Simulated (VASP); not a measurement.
The system is GaSb.

```
Sb Ga
1.0
     0.00000    3.05900    3.05900
     3.05900    0.00000    3.05900
     3.05900    3.05900    0.00000
Sb Ga
1 1
Direct
  0.75000 0.75000 0.75000
  0.00000 0.00000 0.00000
```

| Item | Value |
| --- | --- |
| Program | VASP 6.6.1 |
| Task | relaxation of cell and atoms |
| Functional | PBE |
| Potentials or basis | VASP PAW PBE potentials, release 64 (Sb, Ga) |
| Cutoff | 580 eV |
| k mesh | 8 × 8 × 8 |
| Occupations | fermi-dirac, width 0.05 eV |
| Spin | no spin polarisation |

At the start: pressure 2.6 GPa; volume 28.62 Å³/atom.

Question: Where does the relaxation end?

Answer: Over 3 steps the energy falls by 11.7 meV/atom and the volume is 30.13 Å³/atom (+5.3 %); space group F-43m (No. 216, to 0.05 Å).

The path:
| step | energy change (eV) | largest force (eV/Å) | pressure (GPa) | volume (Å³) |
| --- | --- | --- | --- | --- |
| 1 | 0.0000 | 0.0000 | 2.61 | 57.25 |
| 2 | -0.0215 | 0.0000 | -0.67 | 61.20 |
| 3 | -0.0235 | 0.0000 | 0.00 | 60.26 |

Final structure:
```
Sb Ga
1.0
     0.00000    3.11179    3.11179
     3.11179    0.00000    3.11179
     3.11179    3.11179    0.00000
Sb Ga
1 1
Direct
  0.75000 0.75000 0.75000
  0.00000 0.00000 0.00000
```
